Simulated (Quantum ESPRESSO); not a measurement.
# Decay constant across the gap of zinc blende AlN along [001] at a = 4.312 and 4.463 angstrom, from LDA complex bands

The usual rule of thumb says that the gap sets the tunnelling decay: a barrier attenuates most at mid-gap, and two barriers with the same gap attenuate alike. The two AlN lattices here have almost the same LDA gap, so they put both halves of the rule to the test.

My brief is a tunnel barrier of zinc blende AlN grown along [001]. The exponential factor of its transmission must be $10^{-5}$ or less at a thickness of at most 21 Å, and the Fermi level must lie at least 1.0 eV from either band edge. These limits are my own choice. The calculated quantity is the decay constant $\kappa$ of the slowest evanescent state, with the energy measured from the valence-band top of the same lattice.

## How the numbers were made

Ideal zinc blende AlN at set cubic lattice constants, not relaxed (a = 4.312 angstrom, GBRV ultrasoft: gap 3.24 eV; a = 4.463 angstrom, PseudoDojo norm-conserving: gap 3.22 eV). The usual room-temperature form of AlN is another structure or stacking than the one computed for it here. Program: Quantum ESPRESSO 7.5, plane waves, LDA, GBRV ultrasoft, PseudoDojo norm-conserving pseudopotentials, cutoffs 40 to 72 Ry for waves and 200 to 288 Ry for the density, fixed occupations, scalar-relativistic, no spin polarisation, no spin-orbit coupling; k meshes of 8 divisions in the plane and 6 along the axis. Complex bands along [001] come from pwcond with energy window 4 Ry, basis threshold 1e-05 and 7 subslabs a slab at the in-plane wavevectors (0, 0), (1/2, 0), (1/2, 1/2) and (1/4, 0) of the zone of the tetragonal cell with in-plane edges a/sqrt(2), on 40 to 41 energies in steps of 0.16 to 0.24 eV. The gap is that of the self-consistent k mesh. The rows are a selection of the grid energies, spread over the range, with the largest value of each line among them; narrow features between rows aren't shown.

- place in gap: energy over the valence-band top divided by the gap of that line.
- energy (eV): energy over the highest filled level of the k mesh.
- Franz form (1/Å): two-band Franz form 2 kappa_mid sqrt(f (1 - f)), f the place in the gap and kappa_mid that line's decay constant interpolated to mid-gap.
- wavevector: in-plane wavevector of the slowest state.
- decay constant (1/Å): decay constant Im kz of the slowest evanescent state along [001] at this energy, least over the listed wavevectors.

## Data

| member | lattice constant | place in gap | energy (eV) | Franz form (1/Å) | wavevector | decay constant (1/Å) |
| --- | --- | --- | --- | --- | --- | --- |
| 0.32 eV | a = 4.312 angstrom | 0.099 | 0.32 | 0.175 | zone centre | 0.162 |
| 1.28 eV | a = 4.312 angstrom | 0.396 | 1.28 | 0.287 | zone centre | 0.278 |
| 1.76 eV | a = 4.312 angstrom | 0.544 | 1.76 | 0.292 | zone centre | 0.298 |
| 2.08 eV | a = 4.312 angstrom | 0.643 | 2.08 | 0.281 | (1/2, 1/2) | 0.282 |
| 3.04 eV | a = 4.312 angstrom | 0.940 | 3.04 | 0.140 | (1/2, 1/2) | 0.125 |
| 0.24 eV | a = 4.463 angstrom | 0.074 | 0.24 | 0.134 | zone centre | 0.130 |
| 1.20 eV | a = 4.463 angstrom | 0.372 | 1.20 | 0.247 | zone centre | 0.243 |
| 1.68 eV | a = 4.463 angstrom | 0.521 | 1.68 | 0.255 | zone centre | 0.257 |
| 1.92 eV | a = 4.463 angstrom | 0.596 | 1.92 | 0.251 | zone centre | 0.257 |
| 2.88 eV | a = 4.463 angstrom | 0.894 | 2.88 | 0.157 | (1/2, 1/2) | 0.167 |

Least-squares fits to the whole series, with x = place in gap; R² in the fitted variables, residuals in the unit of y:

| y | lattice constant | members | fit | R² | rms residual | leave-one-out rms | standard deviation of y |
| --- | --- | --- | --- | --- | --- | --- | --- |
| decay constant (1/Å) | a = 4.312 angstrom | 5 | y = 0.08353 + 0.8545 x − 0.8599 x² | 0.99 | 0.0051 | 0.033 | 0.079 |
| decay constant (1/Å) | a = 4.463 angstrom | 5 | y = 0.08333 + 0.6733 x − 0.6478 x² | 1.00 | 0.0014 | 0.0080 | 0.059 |

## Mechanism

The first half of the rule holds well. At a = 4.312 Å, $\kappa$ rises from 0.162 1/Å near the valence band to 0.298 1/Å at 0.544 of the gap, and is down to 0.125 1/Å near the conduction band. The second half does not hold between these two calculations. The largest value at a = 4.463 Å is lower by a factor 0.257 / 0.298 = 0.86, although the gaps differ by only 0.02 eV. The pseudopotential set changes along with the lattice constant, and no pair of rows separates the two. Both sets are made for LDA, so I expect most of the drop to come from the lattice constant, but the table can't confirm that.

The likely reason is that two complex bands share the gap and respond differently to the lattice constant. The zone-centre band leaves the valence top at Γ and heads for the conduction state at Γ, which lies above the indirect edge. It should therefore run below the Franz form in the lower half of the gap and above it in the upper half, and all seven zone-centre rows do so. The other band, at (1/2, 1/2), descends from the conduction minimum at X. There the light transverse mass points along [001], which makes this state the slowest near the upper edge.

Near an edge, $m = 3.81\,\kappa^2/\Delta E$ gives the mass in electron masses, with $\Delta E$ the distance to that edge in eV, $\kappa$ in 1/Å and 3.81 eV Å² the value of $\hbar^2/2m_e$. The conduction-side distances are 3.24 − 3.04 = 0.20 eV and 3.22 − 2.88 = 0.34 eV. There I get 3.81 × 0.125² / 0.20 = 0.30 for the smaller lattice and 3.81 × 0.167² / 0.34 = 0.31 for the larger, nearly the same. On the valence side the mass falls from 3.81 × 0.162² / 0.32 = 0.31 to 3.81 × 0.130² / 0.24 = 0.27.

From the smaller lattice to the larger, it is thus mainly the zone-centre band that comes down. Theory gives expansion as a cause of the right sign: the antibonding s-like state at Γ sinks quickly as the bonds lengthen, while the state at X hardly moves. The direct gap, which is not shown in the table, should then shrink while the indirect one stays almost constant.

## Members off the line

Largest departures from the fit to the whole series:

| member | lattice constant | decay constant (1/Å) | fit | computed − fit | in rms residuals |
| --- | --- | --- | --- | --- | --- |
| 1.92 eV | a = 4.463 angstrom | 0.257 | 0.255 | +0.002 | 1.8 |
| 1.28 eV | a = 4.312 angstrom | 0.278 | 0.287 | −0.009 | 1.8 |
| 1.68 eV | a = 4.463 angstrom | 0.257 | 0.258 | −0.001 | 0.9 |
| 2.08 eV | a = 4.312 angstrom | 0.282 | 0.277 | +0.005 | 0.9 |

No row departs from its parabola by more than 1.8 rms residuals, but three coefficients on five rows leave little room for a departure. The leave-one-out errors, 0.033 and 0.0080 1/Å, are the fairer measure, and both are well below the scatter of the values.

The Franz form shows more. Its typical miss over the ten rows is 0.008 1/Å, and the largest is at 3.04 eV, where the computed value is 0.125 against 0.140 1/Å. I trust this row. It lies 0.20 eV below the conduction edge, where $\kappa$ goes as the square root of that distance, so an edge misplaced by 0.02 eV would change it by about 5%, or 0.006 1/Å. The row at 2.88 eV in the larger lattice misses the other way, by +0.010 1/Å. That fits a form scaled to a lowered zone-centre band and then applied to an X band that has kept its mass.

## Choosing a member

I screen on the band edges first. The rows at 0.32 and 0.24 eV are too close to the valence band. Those at 3.04 and 2.88 eV are too close to the conduction band, with 3.24 − 3.04 = 0.20 eV and 3.22 − 2.88 = 0.34 eV to spare. Six rows remain.

For the thickness I take $T \approx \exp(-2\kappa d)$ with a prefactor of one. A factor of $10^{-5}$ then needs $d = \ln(10^5)/(2\kappa)$, where the logarithm is 5 × 2.3 = 11.5.

At a = 4.312 Å:
- 1.76 eV: 11.5 / (2 × 0.298) = 19.3 Å
- 2.08 eV: 11.5 / (2 × 0.282) = 20.4 Å
- 1.28 eV: 11.5 / (2 × 0.278) = 20.7 Å

At a = 4.463 Å:
- 1.68 and 1.92 eV: 11.5 / (2 × 0.257) = 22.4 Å
- 1.20 eV: 11.5 / (2 × 0.243) = 23.7 Å

At face value only the smaller lattice meets the 21 Å limit. My pick is the Fermi level at 1.76 eV, which has the largest decay constant on the energy grid of this lattice. Of the rows shown, 2.08 eV comes second. The table leaves out grid energies on both sides of 1.76 eV, however, and these may rank above 2.08 eV, so I name no runner-up for the whole grid.

The LDA gap is too small, however. If I take the shortfall as a rough 30%, the true gap is 1 / 0.7 = 1.4 times the computed one. At a fixed place in the gap, $\kappa$ then grows by a factor between √1.4 = 1.2 (mass unchanged) and 1.4 (mass growing with the gap). Even the smaller factor brings the best rows of the larger lattice to 22.4 / 1.2 = 19 Å, inside the limit. I therefore read their rejection as a verdict of LDA, not of the material.

The order of the two lattices is safer against the gap error, because the correction has the same sign in both. To overturn it, the correction would have to raise $\kappa$ in the larger lattice by a further factor of 0.298 / 0.257 = 1.16. The change of pseudopotential set would have to account for that whole factor to do the same, which I think unlikely but can't rule out from these rows. A contact that pins the Fermi level near a band edge would overturn the pick more easily.

## Conclusions and limits

Between 0.07 and 0.94 of the gap, at these two lattice constants, the mid-gap rule serves well, but two nearly equal gaps come with different decay. How much of the difference belongs to the pseudopotential sets stays open, since each lattice constant is shown with only one set. In an indirect material I would also look at the direct gap, which governs the band from the valence top.

The two maxima differ by 0.298 − 0.257 = 0.041 1/Å, and two omitted effects can exceed this. The missing part of the gap would add roughly 0.05 to 0.12 1/Å near mid-gap. The band line-up at a real contact can act either way: moving the Fermi level from 1.28 to 0.32 eV in the smaller lattice costs 0.278 − 0.162 = 0.116 1/Å.

[On method and selection: Bulk complex bands leave out the interface: band line-up, symmetry matching to an electrode and image charges. The decay constants on the energy grid were kept to three decimals in 1/angstrom; interpolated values carry no more. Runs in which pwcond's reduced basis gave spurious channels inside the gap were left out. Runs that failed checks of pwcond against itself, whose gap is too narrow for the energy step, or whose stored transmission had to be rebuilt from the program's table, are left out. Runs that did not converge, have known faults or may not be shown are not listed, and runs on Ansatz's PAW sets soft_1 and soft_2 are kept to separate tables. Tables of this kind whose fit explains under a quarter of the variance weren't written up, so the strength of the trend here is selected. Up to three of the lattice constants or thicknesses that were run are shown, from the ends and the middle of the range. Systems with elements from V to Ni or with open 4f shells were left out wherever spin was off.]
